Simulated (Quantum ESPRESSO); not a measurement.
# LiCl (Fm-3m) in Quantum ESPRESSO: notebook, part 2 of 2

Quantum ESPRESSO 7.5.

## (3) Single point, rev-vdW-DF2, 16.20 Å³/atom

pw.in

```
&CONTROL
  calculation = 'scf'
  prefix = 'pwscf'
  outdir = './tmp'
  pseudo_dir = './pseudo'
  tprnfor = .true.
  tstress = .true.
  disk_io = 'nowf'
/
&SYSTEM
  ibrav = 0
  nat = 2
  ntyp = 2
  ecutwfc = 74
  nbnd = 10
  input_dft = 'vdw-df2-b86r'
  occupations = 'smearing'
  smearing = 'fd'
  degauss = 0.00367493
/
&ELECTRONS
  conv_thr = 4d-10
  electron_maxstep = 120
  mixing_beta = 0.5
/
ATOMIC_SPECIES
Cl    35.4500 Cl.upf
Li     6.9400 Li.upf
CELL_PARAMETERS angstrom
   0.0000000000    2.5301066968    2.5301066968
   2.5301066968    0.0000000000    2.5301066968
   2.5301066968    2.5301066968    0.0000000000
ATOMIC_POSITIONS crystal
Cl     0.5000000000    0.5000000000    0.5000000000
Li     0.0000000000    0.0000000000    0.0000000000
K_POINTS automatic
9 9 9 0 0 0
```

Potentials or basis: PseudoDojo 0.4.1 SR PBE standard.

Launch:

```
$ OMP_NUM_THREADS=1 pw.x -in pw.in > pw.out
```

Run time: 83 s. Hardware: 1 thread of Intel Xeon Platinum 8488C (Sapphire Rapids), shared host; peak memory 0.1 GiB.

The run converged. Its results:

* Free energy: -646.6445 eV
* Pressure: 1.0 GPa
* Band gap on the k mesh: 6.54 eV, direct

Caveat: the potentials were made for another functional, which shifts forces and pressure; an odd mesh through Γ misses points on the zone boundary, where band edges often lie.

## (4) Single point, rev-vdW-DF2, 16.53 Å³/atom

pw.in, as its differences from that of step 3:

```diff
@@ -29,5 +29,5 @@
 CELL_PARAMETERS angstrom
-   0.0000000000    2.5301066968    2.5301066968
-   2.5301066968    0.0000000000    2.5301066968
-   2.5301066968    2.5301066968    0.0000000000
+   0.0000000000    2.5475562599    2.5475562599
+   2.5475562599    0.0000000000    2.5475562599
+   2.5475562599    2.5475562599    0.0000000000
 ATOMIC_POSITIONS crystal
```

Launch:

```
$ OMP_NUM_THREADS=1 pw.x -in pw.in > pw.out
```

It took 83 s on 1 thread of Intel Xeon Platinum 8488C (Sapphire Rapids), shared host; peak memory 0.1 GiB.

The run converged. Its results:

```yaml
Free_energy: -646.6472 eV
Pressure: 0.2 GPa
Band_gap_on_the_k_mesh: 6.41 eV, direct
```

Caveat: the potentials were made for another functional, which shifts forces and pressure; an odd mesh through Γ misses points on the zone boundary, where band edges often lie.

## (5) Single point, rev-vdW-DF2, 16.87 Å³/atom

pw.in, as its differences from that of step 4:

```diff
@@ -29,5 +29,5 @@
 CELL_PARAMETERS angstrom
-   0.0000000000    2.5475562599    2.5475562599
-   2.5475562599    0.0000000000    2.5475562599
-   2.5475562599    2.5475562599    0.0000000000
+   0.0000000000    2.5647700000    2.5647700000
+   2.5647700000    0.0000000000    2.5647700000
+   2.5647700000    2.5647700000    0.0000000000
 ATOMIC_POSITIONS crystal
```

Launch:

```
$ OMP_NUM_THREADS=1 pw.x -in pw.in > pw.out
```

Wall time 82 s (1 thread of Intel Xeon Platinum 8488C (Sapphire Rapids), shared host); peak memory 0.1 GiB.

Results (log left out):

| Item | Value |
| --- | --- |
| Free energy | -646.6468 eV |
| Pressure | -0.4 GPa |
| Band gap on the k mesh | 6.29 eV, direct |

Caveat: the potentials were made for another functional, which shifts forces and pressure; an odd mesh through Γ misses points on the zone boundary, where band edges often lie.

## (6) Single point, rev-vdW-DF2, 17.21 Å³/atom

pw.in, as its differences from that of step 5:

```diff
@@ -29,5 +29,5 @@
 CELL_PARAMETERS angstrom
-   0.0000000000    2.5647700000    2.5647700000
-   2.5647700000    0.0000000000    2.5647700000
-   2.5647700000    2.5647700000    0.0000000000
+   0.0000000000    2.5817557268    2.5817557268
+   2.5817557268    0.0000000000    2.5817557268
+   2.5817557268    2.5817557268    0.0000000000
 ATOMIC_POSITIONS crystal
```

Potentials or basis: PseudoDojo 0.4.1 SR PBE standard.

Launch:

```
$ OMP_NUM_THREADS=1 pw.x -in pw.in > pw.out
```

It took 83 s on 1 thread of Intel Xeon Platinum 8488C (Sapphire Rapids), shared host; peak memory 0.1 GiB.

It converged, with:

```
Free energy            : -646.6438 eV
Pressure               : -1.0 GPa
Band gap on the k mesh : 6.18 eV, direct
```

Caveat: the potentials were made for another functional, which shifts forces and pressure; an odd mesh through Γ misses points on the zone boundary, where band edges often lie.

## (7) Single point, rev-vdW-DF2, 17.55 Å³/atom

pw.in, as its differences from that of step 6:

```diff
@@ -29,5 +29,5 @@
 CELL_PARAMETERS angstrom
-   0.0000000000    2.5817557268    2.5817557268
-   2.5817557268    0.0000000000    2.5817557268
-   2.5817557268    2.5817557268    0.0000000000
+   0.0000000000    2.5985208441    2.5985208441
+   2.5985208441    0.0000000000    2.5985208441
+   2.5985208441    2.5985208441    0.0000000000
 ATOMIC_POSITIONS crystal
```

Launch:

```
$ OMP_NUM_THREADS=1 pw.x -in pw.in > pw.out
```

Wall time 84 s (1 thread of Intel Xeon Platinum 8488C (Sapphire Rapids), shared host); peak memory 0.1 GiB.

The run converged. Its results:

| Item | Value |
| --- | --- |
| Free energy | -646.6383 eV |
| Pressure | -1.6 GPa |
| Band gap on the k mesh | 6.07 eV, direct |

Caveat: the potentials were made for another functional, which shifts forces and pressure; an odd mesh through Γ misses points on the zone boundary, where band edges often lie.

## (8) Single point, rev-vdW-DF2, 17.88 Å³/atom

pw.in, as its differences from that of step 7:

```diff
@@ -29,5 +29,5 @@
 CELL_PARAMETERS angstrom
-   0.0000000000    2.5985208441    2.5985208441
-   2.5985208441    0.0000000000    2.5985208441
-   2.5985208441    2.5985208441    0.0000000000
+   0.0000000000    2.6150723786    2.6150723786
+   2.6150723786    0.0000000000    2.6150723786
+   2.6150723786    2.6150723786    0.0000000000
 ATOMIC_POSITIONS crystal
```

Launch:

```
$ OMP_NUM_THREADS=1 pw.x -in pw.in > pw.out
```

Wall time 84 s (1 thread of Intel Xeon Platinum 8488C (Sapphire Rapids), shared host); peak memory 0.1 GiB.

Results (log left out):

```
Free energy            : -646.6306 eV
Pressure               : -2.1 GPa
Band gap on the k mesh : 5.97 eV, direct
```

Caveat: the potentials were made for another functional, which shifts forces and pressure; an odd mesh through Γ misses points on the zone boundary, where band edges often lie.

## (9) Equation of state, rev-vdW-DF2

Potentials or basis: PseudoDojo 0.4.1 SR PBE standard.

This step only gathers the single runs of the series.

Results:

* Equilibrium volume: 16.66 Å³/atom
* Bulk modulus: 34 GPa
* Pressure derivative of the bulk modulus: 4.4

Energy against volume, from the lowest point:
| volume (Å³/atom) | energy (meV/atom) |
| --- | --- |
| 15.859 | 4.36 |
| 16.196 | 1.34 |
| 16.534 | 0.00 |
| 16.871 | 0.17 |
| 17.209 | 1.70 |
| 17.546 | 4.44 |
| 17.883 | 8.27 |

Caveat: the potentials were made for another functional, which shifts forces and pressure.
